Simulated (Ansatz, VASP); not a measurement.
**Hg: VASP beside Ansatz**

```
Hg
1.0
    -1.77715    1.77715    1.77715
     1.77715   -1.77715    1.77715
     1.77715    1.77715   -1.77715
Hg
1
Direct
  0.00000 0.00000 0.00000
```

Alike in both runs: task single point; functional LDA; k mesh 12 × 12 × 12; occupations fermi-dirac, width 0.1 eV; non-collinear spin, spin-orbit coupling.

|  | VASP | Ansatz |
| --- | --- | --- |
| version | VASP 6.6.1 | Ansatz 0.2.0 |
| potentials or method | VASP PAW LDA potentials, release 64 (Hg) | plane waves (420 eV) with PAW, fully relativistic with spin-orbit coupling |
| plane-wave cutoff (eV) | 520 | 420 |
| valence electrons in the cell | 12 | 20 |

```csv
,VASP,Ansatz,Ansatz less VASP
net moment per atom (μB),0.00,0.00,0.000
```

The two sets of potentials don't hold the same shells in valence. Ansatz warned: «pseudo_functional_mismatch».
